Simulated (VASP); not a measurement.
Write an ASE script for VASP 6.6.1 that does the following.

```yaml
Task: single point
Functional: PBEsol
Potentials_or_basis: VASP PAW PBE potentials, release 64 (Ge_d)
Cutoff: 520 eV
k_mesh: 11 × 11 × 10
Occupations: gaussian, width 0.02 eV
Spin: no spin polarisation
Further_INCAR_settings: ALGO = Fast; EDIFF = 1.00e-06; NBANDS = 13
```

The system is Ge.

```xyz
1
Lattice="1.3971 -2.6005 0.0000 1.3971 2.6005 0.0000 0.0000 0.0000 2.6982" Properties=species:S:1:pos:R:3 pbc="T T T"
Ge    1.3971    0.0000    0.0000
```

This isn't the form of Ge at room conditions, which is diamond.

One way to write it, as run:

run.py

```python
from ase.calculators.vasp import Vasp
from ase.dft.bandgap import bandgap
from ase.spacegroup import crystal

atoms = crystal(
    ['Ge'],
    basis=[[0.5, 0.0, 0.0]],
    spacegroup=65,
    setting=1,
    cellpar=[2.794298, 5.201032, 2.698231, 90.0, 90.0, 90.0],
    primitive_cell=True,
)
calc = Vasp(
    directory='calc',
    xc='pbesol',
    pp='PBE',
    setups='materialsproject',
    prec='Accurate',
    encut=520,
    ediff=1e-06,
    ismear=0,
    sigma=0.02,
    lreal=False,
    lasph=True,
    nelm=80,
    algo='Fast',
    isif=2,
    lwave=False,
    lcharg=False,
    kpts=[11, 11, 10],
    gamma=True,
    nbands=13,
)
atoms.calc = calc

print('energy (eV):', atoms.get_potential_energy())
print('free energy (eV):', atoms.get_potential_energy(force_consistent=True))
print('forces (eV/A):')
print(atoms.get_forces())
print('stress (eV/A^3, Voigt):', atoms.get_stress())
print('Fermi level (eV):', calc.get_fermi_level())
gap, top, bottom = bandgap(calc)
print('band gap (eV):', gap, 'from (spin, k, band)', top, 'to', bottom)
```

Potentials or basis: VASP PAW PBE potentials, release 64 (Ge_d).

Launch:

```console
$ python run.py
```

It gave:

- Pressure: -3.9 GPa
- Band gap on the k mesh: none (metal or under the smearing width)

Caveat: the PAW data sets were made with another functional, which shifts forces and pressure a little.

Run time: 29 s on 1 thread of Intel(R) Xeon(R) Platinum 8259CL CPU @ 2.50GHz (Skylake/Cascade Lake) (shared host), peak memory 0.17 GiB.
